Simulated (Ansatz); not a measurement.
## HfS2 (P-3m1), axial (c/a) deformation path

These are results of DFT PBE+D3(BJ), scalar-relativistic, plane waves, PAW in Ansatz, not measurements. The runs took a 420 eV cutoff, a Γ-centred 12×12×6 mesh and Gaussian smearing (0.05 eV). Spin–orbit coupling is left out, which matters for the heavy elements here. No spin polarisation. Energies are free energies at this smearing, counted from the undisturbed cell; pressure is positive in compression.

The undisturbed cell (as given, not relaxed at this level; it stands at -0.5 GPa):

```yaml
crystal:
  lattice:
    - [3.63966, 0.00000, 0.00000]
    - [-1.81983, 3.15204, 0.00000]
    - [0.00000, 0.00000, 6.05556]
  atoms:
    - { symbol: Hf, position: [0.00000, 0.00000, 0.00000] }
    - { symbol: S, position: [0.66667, 0.33333, 0.76395] }
    - { symbol: S, position: [0.33333, 0.66667, 0.23605] }
```

At fixed volume and fractional coordinates, lengths along (0.000, 0.000, 1.000) are scaled against those across it; ρ is that ratio over its starting value.

```csv
ρ,ΔE (meV/atom)
0.800,151.6
0.850,87.3
0.920,27.5
0.960,8.4
1.000,0.0
1.050,4.2
1.100,24.6
1.200,113.6
1.300,258.0
```

Q: Predict the gap on the mesh (eV) at each point.

A:
```tsv
ρ	gap on the mesh (eV)
0.800	1.00
0.850	1.12
0.920	1.22
0.960	1.20
1.000	1.19
1.050	0.94
1.100	0.66
1.200	0.07
1.300	0.00
```
Where the gap reads zero the k-mesh, chosen for the insulator, is on the coarse side.

Cost: 9 runs of about 1 core-minutes in all, on AMD EPYC 7R43 (Zen 3) (shared hosts).